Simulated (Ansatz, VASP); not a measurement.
SrO in VASP and in Ansatz

The input INCAR:

```
SYSTEM = SrO
PREC     = Accurate       ! precision mode
ENCUT    = 520            ! plane-wave cutoff, eV
EDIFF    = 1E-6           ! SCF threshold, eV
ISMEAR   = 0              ! smearing method
SIGMA    = 0.05           ! smearing width, eV
LREAL    = .False.        ! projectors in reciprocal space
LASPH    = .True.         ! aspherical terms in the spheres
NELM     = 100            ! most SCF steps
ALGO     = Fast           ! electronic algorithm
ISIF     = 2              ! what is computed and relaxed
LWAVE    = .False.        ! write WAVECAR
LCHARG   = .False.        ! write CHGCAR
GGA      = CA             ! functional
NBANDS   = 24             ! bands
```

File KPOINTS:

```
Automatic mesh
0
Gamma
  9 9 6
  0 0 0
```

POSCAR

```
SrO
1.0
    4.3959648212      0.0000000000      0.0000000000
   -2.1979824106      3.8070172093      0.0000000000
    0.0000000000      0.0000000000      4.8768269416
Sr O
2 2
Direct
    0.3333333333      0.6666666667      0.9381277000
    0.6666666667      0.3333333333      0.4381277000
    0.3333333333      0.6666666667      0.4368723000
    0.6666666667      0.3333333333      0.9368723000
```

Input for Ansatz:

```yaml
crystal:
  lattice:
    - [4.3959648212, 0.0, 0.0]
    - [-2.1979824106, 3.8070172093, 0.0]
    - [0.0, 0.0, 4.8768269416]
  atoms:
    - { symbol: Sr, position: [0.3333333333, 0.6666666667, 0.9381277] }
    - { symbol: Sr, position: [0.6666666667, 0.3333333333, 0.4381277] }
    - { symbol: O, position: [0.3333333333, 0.6666666667, 0.4368723] }
    - { symbol: O, position: [0.6666666667, 0.3333333333, 0.9368723] }
basis:
  ecutwfc: 420
kpoints:
  mp_grid: { grid: [9, 9, 6] }
hamiltonian:
  xc: lda
scf:
  occupations: { method: gaussian, width: 0.05 }
output:
  forces: true
  stress: true
  eigenvalues: true
```

Alike in both runs: task single point; functional LDA; k mesh 9 × 9 × 6; occupations gaussian, width 0.05 eV; no spin polarisation.

```csv
,VASP,Ansatz
version,VASP 6.6.1,Ansatz 0.2.0
potentials or method,"VASP PAW LDA potentials, release 64 (Sr_sv, O)","scalar-relativistic, plane waves, PAW"
plane-wave cutoff (eV),520,420
valence electrons in the cell,32,32
```

VASP gave:

- gap on the k mesh at the Fermi level (eV): 2.08
- least direct gap on the mesh (eV): 2.08
- pressure (GPa): -2.2
- largest component of the traceless stress (GPa): 6.34
- rms of the force components (eV/Å): 0.019

Question: Which values does Ansatz return?

Answer: gap on the k mesh at the Fermi level (eV): 2.10; least direct gap on the mesh (eV): 2.10; pressure (GPa): -2.9; largest component of the traceless stress (GPa): 5.88; rms of the force components (eV/Å): 0.018.

Atom by atom the forces differ by 0.001 eV/Å (rms over components).

Caveats: an odd mesh through Γ misses points on the zone boundary, where band edges often lie. Expect the measured gap to be larger: semilocal functionals such as LDA lack the derivative discontinuity.
